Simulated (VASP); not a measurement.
**VASP 6.6.1 run: LiBr**

INCAR

```
ADDGRID = .TRUE.
NBANDS = 6
NSW = 0
PREC = Accurate
LWAVE = .FALSE.
EDIFF = 1E-7
LREAL = .FALSE.
LCHARG = .FALSE.
GGA = PE
IBRION = -1
ENCUT = 520
SIGMA = 0.02
NELM = 120
ISMEAR = -1
LASPH = .TRUE.
ISIF = 2
```

KPOINTS

```
KPOINTS created by Atomic Simulation Environment
0
Gamma
8 8 8
0 0 0
```

POSCAR

```
Li Br
 1.0000000000000000
     0.0000000000000000    2.7201141349000002    2.7395650468000001
     2.7201141349000002    0.0000000000000000    2.7395650468000001
     2.7201141349000002    2.7201141349000002    0.0000000000000000
 Li  Br
   1   1
Cartesian
  0.0000000000000000  0.0000000000000000  0.0000000000000000
  2.7201141349000002  2.7201141349000002  2.7395650468000001
```

The recommended PBE PAW datasets give the neutral cell 10 valence electrons.

Command

```
mpirun -np 1 vasp_std
```

OSZICAR

```
N       E                     dE             d eps       ncg     rms          rms(c)
DAV:   1     0.526567056934E+02    0.52657E+02   -0.40017E+03   708   0.150E+03
DAV:   2    -0.377249838383E+01   -0.56429E+02   -0.53940E+02  1062   0.216E+02
DAV:   3    -0.655870769606E+01   -0.27862E+01   -0.27655E+01   792   0.570E+01
DAV:   4    -0.666621128921E+01   -0.10750E+00   -0.10750E+00  1302   0.105E+01
DAV:   5    -0.666728028243E+01   -0.10690E-02   -0.10690E-02  1068   0.851E-01    0.197E+00
DAV:   6    -0.663618849111E+01    0.31092E-01   -0.80887E-02  1020   0.226E+00    0.124E+00
DAV:   7    -0.663860153659E+01   -0.24130E-02   -0.50813E-02  1176   0.200E+00    0.428E-01
DAV:   8    -0.664070749532E+01   -0.21060E-02   -0.41753E-03   960   0.794E-01    0.494E-02
DAV:   9    -0.664081359100E+01   -0.10610E-03   -0.13674E-04  1290   0.145E-01    0.313E-02
DAV:  10    -0.664084233404E+01   -0.28743E-04   -0.46920E-05  1038   0.848E-02    0.621E-03
DAV:  11    -0.664084390504E+01   -0.15710E-05   -0.18123E-06  1086   0.140E-02    0.262E-03
DAV:  12    -0.664084421329E+01   -0.30824E-06   -0.33314E-07  1056   0.649E-03    0.490E-04
DAV:  13    -0.664084417239E+01    0.40897E-07   -0.41071E-09   828   0.943E-04
   1 F= -.66408442E+01 E0= -.66408442E+01  d E =-.183818E-13
```

From OUTCAR

```
k-points           NKPTS =     59   k-points in BZ     NKDIM =     59   number of bands    NBANDS=      6

   NELECT =      10.0000    total number of electrons

   dimension x,y,z NGX =    30 NGY =   30 NGZ =   30
   dimension x,y,z NGXF=    60 NGYF=   60 NGZF=   60

  energy-cutoff  :      520.00
  volume of cell :       40.54
      direct lattice vectors                 reciprocal lattice vectors
     0.000000000  2.720114135  2.739565047    -0.183815816  0.183815816  0.182510724
     2.720114135  0.000000000  2.739565047     0.183815816 -0.183815816  0.182510724
     2.720114135  2.720114135  0.000000000     0.183815816  0.183815816 -0.182510724

 k-points in reciprocal lattice and weights: KPOINTS created by Atomic Simulation Env
   0.00000000  0.00000000  0.00000000       0.002
   0.12500000 -0.00000000  0.00000000       0.016
   0.25000000 -0.00000000  0.00000000       0.016
   0.37500000 -0.00000000  0.00000000       0.016
   0.50000000 -0.00000000  0.00000000       0.008
   0.12500000  0.12500000  0.00000000       0.004
   0.25000000  0.12500000  0.00000000       0.016
   0.37500000  0.12500000  0.00000000       0.016
   ...

 E-fermi :   1.0627

 k-point     1 :       0.0000    0.0000    0.0000
  band No.  band energies     occupation
      1     -43.8685      2.00000
      2     -13.0237      2.00000
      3       0.4912      2.00000
      4       0.4912      2.00000
      5       0.5123      2.00000
      6       5.5644      0.00000

 k-point     2 :       0.1250   -0.0000    0.0000
  band No.  band energies     occupation
      1     -43.8684      2.00000
      2     -12.9564      2.00000
      3      -0.1072      2.00000
      4       0.4496      2.00000
      5       0.4584      2.00000
      6       6.0923      0.00000

 k-point     3 :       0.2500   -0.0000    0.0000
  band No.  band energies     occupation
      1     -43.8680      2.00000
      2     -12.7856      2.00000
      3      -1.2372      2.00000
      4       0.3514      2.00000
      5       0.3552      2.00000
      6       6.5451      0.00000

 k-point     4 :       0.3750   -0.0000    0.0000
  band No.  band energies     occupation
      1     -43.8676      2.00000
      2     -12.6013      2.00000
      3      -2.1475      2.00000
      4       0.2531      2.00000
      5       0.2686      2.00000
      6       6.2999      0.00000

 k-point     5 :       0.5000   -0.0000    0.0000
  band No.  band energies     occupation
      1     -43.8674      2.00000
      2     -12.5203      2.00000
      3      -2.4892      2.00000
      4       0.2146      2.00000
      5       0.2347      2.00000
      6       6.1358      0.00000

 k-point     6 :       0.1250    0.1250    0.0000
  band No.  band energies     occupation
      1     -43.8684      2.00000
      2     -12.9342      2.00000
      3      -0.0441      2.00000
      4       0.2928      2.00000
      5       0.2928      2.00000
      6       6.3742      0.00000

 k-point     7 :       0.2500    0.1250    0.0000
  band No.  band energies     occupation
      1     -43.8680      2.00000
      2     -12.7967      2.00000
      3      -0.9264      2.00000
      4       0.1229      2.00000
      5       0.1879      2.00000
      6       7.1064      0.00000

 ...

  Total        0.2295613      0.2295613      0.1745826      0.0000000      0.0000000      0.0000000
  in kB        9.0724239      9.0724239      6.8996267      0.0000000      0.0000000      0.0000000
  external PRESSURE =       8.3481581 kB  Pullay stress =       0.0000000 kB

 POSITION                                       TOTAL-FORCE (eV/Angst)
 -----------------------------------------------------------------------------------
      0.00000      0.00000      0.00000        -0.000000      0.000000     -0.000000
      2.72011      2.72011      2.73957         0.000000     -0.000000      0.000000
 -----------------------------------------------------------------------------------
    total drift:                               -0.000000     -0.000000      0.000000

  FREE ENERGIE OF THE ION-ELECTRON SYSTEM (eV)
  ---------------------------------------------------
  free  energy   TOTEN  =        -6.6408441724 eV

  energy  without entropy=       -6.6408441724  energy(sigma->0) =       -6.64084417
```

It converged. Results: gap between bands v and c on the k mesh 5.05 eV; least direct gap on the k mesh 5.05 eV; pressure 0.8 GPa. Band v is the last that the valence electrons fill when counted band by band, and c is the next.

For comparison, a separate PBE run of the intended cell, on usual settings and not on those above, gives a gap of 5.05 eV on its mesh and a pressure of 0.8 GPa.

The run above took about 29 s on one core of a shared host (Intel Xeon Platinum 8488C) and held 0.26 GiB at most.
